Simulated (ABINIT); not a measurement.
Runs of ABINIT 10.8.3 (patched build) on ZrN. The structure is cubic, space group Fm-3m (No. 225). The conventional cell has a = 4.600 Å, b = 4.600 Å, c = 4.600 Å, α = 90.00°, β = 90.00°, γ = 90.00°. Zr (site symmetry m-3m) is surrounded by 6 N at 2.30 Å. Around N (site symmetry m-3m) lie 6 Zr at 2.30 Å. 

```tsv
task	level	potentials or basis	spin	k mesh	cutoff (eV)	fine-grid cutoff	gap on the mesh (eV)	pressure (GPa)	V0 of scaled cells (Å³/atom)	B0 (GPa)
band structure	BP86	JTH PAW PBE v2.0	off	10 × 10 × 10	707	1306.15 eV	none	-0.2	-	-
equation of state	PBE+D2	JTH PAW PBE v2.0	off	10 × 10 × 10	707	1306.15 eV	-	-	12.09	260
single point	PBEsol	JTH PAW PBE v2.0	off	8 × 8 × 8	707	1306.15 eV	none	(c)	-	-
band structure	HCTH407	JTH PAW PBE v2.0	SOC, no magnetisation	10 × 10 × 10	707	1306.15 eV	none	-4.3	-	-
equation of state	AM05	JTH PAW PBE v2.0	off	10 × 10 × 10	707	1306.15 eV	-	-	11.75	268
equation of state	RPBE	JTH PAW PBE v2.0	off	10 × 10 × 10	707	1306.15 eV	-	-	12.31	237
equation of state	BLYP+D3	JTH PAW PBE v2.0	off	10 × 10 × 10	707	1306.15 eV	-	-	11.98	257
band structure	PBEsol	PseudoDojo NC SR PBEsol v0.4.1 standard	off	10 × 10 × 10	1143	-	none	(b)	-	-
equation of state	HCTH407	JTH PAW PBE v2.0	off	10 × 10 × 10	707	1306.15 eV	-	-	(a)	245
```

Alike in all rows: cell as given; smearing fermi-dirac 0.05 eV.

Fill in the values left out.

(a) 11.95; (b) -7.6; (c) -7.8.

Caveats: the PAW data sets were made with another functional, which shifts forces and pressure a little (some runs); pressures at fixed basis lie under the slope of the energies (some runs).

A k mesh can miss the band edges, and rows without SOC leave out spin-orbit coupling on Zr.

A gap of «none» marks a metal or a gap under the smearing width.
